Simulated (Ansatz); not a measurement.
# ZnAu: the cost of one run

Program: Ansatz 0.2.0. Level of theory: DFT PBE, scalar-relativistic, plane waves, PAW. These are calculated values, not measurements.

## (1) Starting point

It takes space group Pm-3m (No. 221, cubic). Conventional cell: a = 3.147 Å, b = 3.147 Å, c = 3.147 Å, α = 90.00°, β = 90.00°, γ = 90.00°. Zn (site symmetry m-3m) has 8 Au at 2.73 Å in its first shell of neighbours. Au (site symmetry m-3m) is surrounded by 8 Zn at 2.73 Å.

As a file:

```xyz
2
Lattice="3.1470 0.0000 0.0000 0.0000 3.1470 0.0000 0.0000 0.0000 3.1470" Properties=species:S:1:pos:R:3 pbc="T T T"
Zn    1.5735    1.5735    1.5735
Au    0.0000    0.0000    0.0000
```

The cell is taken as given, not relaxed at this level.

## (2) Zero of energy

Reference values: F = -16468.7702 eV; pressure 4.81 GPa; largest force 0.000 eV/Å; gap on the mesh none (metal). It was computed beforehand with the settings of the runs below.

## (3) The scan: a sublattice displacement scan

Every Zn atom is moved by x along the Cartesian unit vector (0.000, 0.000, 1.000); the cell and all other atoms stay fixed. Forces below are components along that vector, summed over the moved atoms.

## (4) Point x = -0.200 Å

The input, input.yaml:

```yaml
crystal:
  lattice:
    - [3.147, 0.0, 0.0]
    - [0.0, 3.147, 0.0]
    - [0.0, 0.0, 3.147]
  atoms:
    - { symbol: Zn, position: [0.5, 0.5, 0.4364474102] }
    - { symbol: Au, position: [0.0, 0.0, 0.0] }
basis:
  ecutwfc: 420
kpoints:
  mp_grid: { grid: [16, 16, 16] }
hamiltonian:
  xc: pbe
scf:
  occupations: { method: gaussian, width: 0.15 }
output:
  forces: true
  stress: true
  eigenvalues: true
```

The run is started by

```sh
> ansatz run input.yaml --threads 1 --pin off --max-ram 2560MiB --backend cpu --events-out ev --progress --plain --runs-dir out
```

**Question.** How long does this run take on 1 thread of Arm Neoverse V2, shared host, and how much memory does it need?

About 19 s, with a peak of 0.52 GiB.
